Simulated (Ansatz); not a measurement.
# Al12H: the cost of one run

Program: Ansatz 0.2.0. Level of theory: DFT PBE, scalar-relativistic, plane waves, PAW. These are calculated values, not measurements.

7 further runs of the same task are left out: 2 that didn't finish, 5 set aside as unsound or not needed.

### Step 1. Starting point

The structure is cubic, space group Fm-3m (No. 225). Conventional cell: a = 4.041 Å, b = 4.041 Å, c = 4.041 Å, α = 90.00°, β = 90.00°, γ = 90.00°. Around Al (site symmetry m-3m) lie 12 Al at 2.86 Å.

Structure file:

```
Al
1.0
     0.00000    2.02031    2.02031
     2.02031    0.00000    2.02031
     2.02031    2.02031    0.00000
Al
1
Direct
  0.00000 0.00000 0.00000
```

It is the result of an earlier relaxation at this level (volume 16.49 Å³/atom; gap on the mesh: none (metal)).

### Step 2. Plan of the scan

Atoms count from 1 in the order of the input.

H is moved over the surface cell; relaxed at each place: the height of the adsorbate's atoms; substrate rigid; the origin of the map has the adsorbate above Al9.

- position of H13 along the first surface vector, from above Al9: 6 values from 0.000 to 0.833, periodic
- position of H13 along the second surface vector, from above Al9: 6 values from 0.000 to 0.833, periodic

Relaxed at each point: the height of the adsorbate's atoms; substrate rigid. Points are written as (first, second).

The two vectors of the plane (Å): (2.857, 0.000, 0.000); (-1.429, 2.474, 0.000).

### Step 3. The run at (0/6, 0/6) of the map's two axes

Input file input.yaml:

```yaml
crystal:
  lattice:
    - [5.7143028096, 0.0, 0.0]
    - [-2.8571514048, 4.948731398, 0.0]
    - [0.0, 0.0, 20.1016424764]
  atoms:
    - { symbol: Al, position: [0.3333333333, 0.1666666667, 0.1989887147] }
    - { symbol: Al, position: [0.3333333333, 0.6666666667, 0.1989887147] }
    - { symbol: Al, position: [0.8333333333, 0.1666666667, 0.1989887147] }
    - { symbol: Al, position: [0.8333333333, 0.6666666667, 0.1989887147] }
    - { symbol: Al, position: [0.1666666667, 0.3333333333, 0.3134533099] }
    - { symbol: Al, position: [0.1666666667, 0.8333333333, 0.3134533099] }
    - { symbol: Al, position: [0.6666666667, 0.3333333333, 0.3134533099] }
    - { symbol: Al, position: [0.6666666667, 0.8333333333, 0.3134533099] }
    - { symbol: Al, position: [0.0, 0.0, 0.4279074452] }
    - { symbol: Al, position: [0.0, 0.5, 0.4279074452] }
    - { symbol: Al, position: [0.5, 0.0, 0.4279074452] }
    - { symbol: Al, position: [0.5, 0.5, 0.4279074452] }
    - { symbol: H, position: [0.0, 0.0, 0.5035231568] }
basis:
  ecutwfc: 420
kpoints:
  mp_grid: { grid: [6, 6, 1] }
hamiltonian:
  xc: pbe
scf:
  occupations: { method: gaussian, width: 0.1 }
output:
  forces: true
  eigenvalues: true
relax:
  adjacent_minimum: "off"
  f_tol: 0.025
  max_steps: 16
  constraints:
    - { sites: [0, 1, 2, 3, 4, 5, 6, 7, 8, 9, 10, 11] }
    - { sites: [12], fix: xy }
efield:
  axis: 3
  dipole_correction: true
  ramp_width: 0.04
```

The run is started by

```sh
$ ansatz run input.yaml --threads 4 --pin off --max-ram 12288MiB --backend cpu --events-out ev --progress --plain --runs-dir out
```

**Question.** How long does this run take on 4 threads of Arm Neoverse V1, shared host, and how much memory does it need?

About 13 s, with a peak of 0.79 GiB.
